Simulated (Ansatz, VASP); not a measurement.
# One calculation of SiC, two programs

Contents of POSCAR:

```
SiC
1.0
    3.0753564102      0.0000000000      0.0000000000
   -1.5376782051      2.6633367769      0.0000000000
    0.0000000000      0.0000000000      5.0481087173
Si C
2 2
Direct
    0.3333333333      0.6666666667      0.4995917774
    0.6666666667      0.3333333333      0.9995917774
    0.3333333333      0.6666666667      0.8754082226
    0.6666666667      0.3333333333      0.3754082226
```

File INCAR.step1:

```
SYSTEM = SiC
PREC = Accurate ; ENCUT = 520
ISMEAR = 0 ; SIGMA = 0.01
LREAL = .FALSE. ; LASPH = .TRUE.
NELM = 60 ; NBANDS = 16
GGA = PE ; ALGO = Normal
EDIFF = 1E-4 ; LWAVE = .TRUE.
LCHARG = .FALSE.
```

File INCAR.step2:

```
SYSTEM = SiC
PREC = Accurate ; ENCUT = 520
EDIFF = 1E-7 ; ISMEAR = 0
SIGMA = 0.01 ; LREAL = .FALSE.
LASPH = .TRUE. ; NELM = 60
ALGO = Normal ; ISIF = 2
LWAVE = .FALSE. ; LCHARG = .TRUE.
METAGGA = R2SCAN ; LMIXTAU = .TRUE.
LELF = .TRUE. ; LVHAR = .TRUE.
NBANDS = 16 ; ISTART = 1
```

KPOINTS

```
Automatic mesh
0
G
  9 9 4
  0 0 0
```

Input for Ansatz:

```yaml
crystal:
  lattice:
    - [3.0753564102, 0.0, 0.0]
    - [-1.5376782051, 2.6633367769, 0.0]
    - [0.0, 0.0, 5.0481087173]
  atoms:
    - { symbol: Si, position: [0.3333333333, 0.6666666667, 0.4995917774] }
    - { symbol: Si, position: [0.6666666667, 0.3333333333, 0.9995917774] }
    - { symbol: C, position: [0.3333333333, 0.6666666667, 0.8754082226] }
    - { symbol: C, position: [0.6666666667, 0.3333333333, 0.3754082226] }
kpoints:
  mp_grid: { grid: [9, 9, 4] }
hamiltonian:
  xc: r2scan
scf:
  occupations: { method: fixed }
  n_extra_bands: 5
output:
  forces: true
  stress: true
  eigenvalues: true
```

Alike in both runs: task single point; functional r2SCAN; k mesh 9 × 9 × 4; no spin polarisation.

|  | VASP | Ansatz |
| --- | --- | --- |
| version | VASP 6.6.1 | Ansatz 0.2.0 |
| potentials or method | VASP PAW PBE potentials, release 64 (Si, C) | plane waves, PAW |
| plane-wave cutoff (eV) | 520 | 500 |
| occupations | gaussian, width 0.01 eV | fixed |
| valence electrons in the cell | 16 | 16 |

```tsv
	VASP	Ansatz	Ansatz less VASP
gap on the k mesh at the Fermi level (eV)	2.66	2.65	-0.007
pressure (GPa)	-0.2	0.0	+0.19
```

Caveats: the PAW data sets were made with another functional, which shifts forces and pressure a little (VASP); an odd mesh through Γ misses points on the zone boundary, where band edges often lie.
